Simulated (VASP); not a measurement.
Wanted: the native input for a VASP 6.6.1 run.

```
Task                   : band structure
Functional             : SCAN
Potentials or basis    : VASP PAW PBE potentials, release 64 (W_sv)
Cutoff                 : 520 eV
k mesh                 : 9 × 9 × 9
Occupations            : fermi-dirac, width 0.05 eV
Spin                   : spin-orbit coupling, no magnetisation
Further INCAR settings : ALGO = Normal; EDIFF = 1e-06
```

The structure of W lies in POSCAR:

```
W
1.0
   -1.5823450000      1.5823450000      1.5823450000
    1.5823450000     -1.5823450000      1.5823450000
    1.5823450000      1.5823450000     -1.5823450000
W
1
Direct
    0.0000000000      0.0000000000      0.0000000000
```

The input as run:

INCAR

```
SYSTEM = W
ALGO     = Normal         ! electronic algorithm
EDIFF    = 1E-6           ! SCF threshold, eV
ENCUT    = 520            ! plane-wave cutoff, eV
GGA_COMPAT= .FALSE.      
ISIF     = 2              ! what is computed and relaxed
ISMEAR   = -1             ! smearing method
LASPH    = .TRUE.         ! aspherical terms in the spheres
LCHARG   = .FALSE.        ! write CHGCAR
LMAXMIX  = 4              ! l up to which the mixer works
LMIXTAU  = .TRUE.       
LORBIT   = 11             ! projections on sites
LREAL    = .FALSE.        ! projectors in reciprocal space
LSORBIT  = .TRUE.         ! spin-orbit coupling
LWAVE    = .FALSE.        ! write WAVECAR
MAGMOM   = 0 0 0          ! initial moments
METAGGA  = SCAN           ! meta-GGA
NELM     = 100            ! most SCF steps
PREC     = Accurate       ! precision mode
SIGMA    = 0.05           ! smearing width, eV
```

KPOINTS

```
k-points
0
G
  9 9 9
  0 0 0
```

KPOINTS_OPT

```
path GHNGPH,PN
20
line-mode
reciprocal
 0.0000000000  0.0000000000  0.0000000000  G
 0.5000000000 -0.5000000000  0.5000000000  H

 0.5000000000 -0.5000000000  0.5000000000  H
 0.0000000000  0.0000000000  0.5000000000  N

 0.0000000000  0.0000000000  0.5000000000  N
 0.0000000000  0.0000000000  0.0000000000  G

 0.0000000000  0.0000000000  0.0000000000  G
 0.2500000000  0.2500000000  0.2500000000  P

 0.2500000000  0.2500000000  0.2500000000  P
 0.5000000000 -0.5000000000  0.5000000000  H

 0.2500000000  0.2500000000  0.2500000000  P
 0.0000000000  0.0000000000  0.5000000000  N
```

Potentials or basis: VASP PAW PBE potentials, release 64 (W_sv).

Command:

```sh
$ cat potpaw_PBE.64/W_sv/POTCAR > POTCAR
$ mpirun -np 1 vasp_ncl > vasp.out
```

Results of the run:

```
Pressure                                              : -3.1 GPa
Valence electrons inside the program's atomic spheres : W 12.12
```

Caveat: the PAW data sets were made with another functional, which shifts forces and pressure a little.

Run time: 4 min on 1 thread of Intel(R) Xeon(R) Platinum 8488C (Sapphire Rapids) (shared host), peak memory 0.21 GiB.
